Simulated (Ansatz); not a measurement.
Relaxed RuO2 (rutile):

```yaml
crystal:
  lattice:
    - [4.52339, 0.00000, 0.00000]
    - [0.00000, 4.52339, 0.00000]
    - [0.00000, 0.00000, 3.11902]
  atoms:
    - { symbol: Ru, position: [0.50000, 0.50000, 0.50000] }
    - { symbol: Ru, position: [0.00000, 0.00000, 0.00000] }
    - { symbol: O, position: [0.80567, 0.80567, 0.50000] }
    - { symbol: O, position: [0.30567, 0.69433, 0.00000] }
    - { symbol: O, position: [0.69433, 0.30567, 0.00000] }
    - { symbol: O, position: [0.19433, 0.19433, 0.50000] }
```

In each cell atom 1 (Ru, nearest neighbour O at 1.955 Å; its periodic images, 3.1 Å or more away, move with it) moves by s·(0.577, 0.577, 0.577) (along Cartesian [111]), the rest being held.

The numbers are results of PBE (plane waves to 420 eV, PAW, scalar-relativistic; Ansatz, a first-principles code), not measurements. k mesh 8×8×12 (Γ-centred), Fermi-Dirac smearing 0.05 eV. Compression counts positive. With partly filled bands, energies and forces of such displacements shift with the k mesh and the smearing. F⊥ is the part of the force across the line. RuO2 is run without spin polarisation and with no Hubbard U. RuO2 was relaxed with its symmetry unable to fall. 

```
s (Å)   P (GPa)  |F⊥| (eV/Å)
------  -------  -----------
-0.390      [?]        2.814
-0.312      9.9          [?]
-0.234      [?]          [?]
-0.156      2.5        0.213
-0.078      0.6        0.048
0.000       0.0        0.000
0.078       0.6        0.048
0.156       2.5        0.213
0.234       [?]          [?]
0.312       9.9          [?]
0.390       [?]        2.814
```

**Question.** Complete the blanks.

**Answer.** 
- -0.390, P (GPa): 15.5
- -0.312, |F⊥| (eV/Å): 1.465
- -0.234, P (GPa): 5.6
- -0.234, |F⊥| (eV/Å): 0.639
- 0.234, P (GPa): 5.6
- 0.234, |F⊥| (eV/Å): 0.639
- 0.312, |F⊥| (eV/Å): 1.465
- 0.390, P (GPa): 15.5

(For displaced atoms, the force is minus the slope of the energy, and its curvature is a force constant, which sets phonon frequencies.)
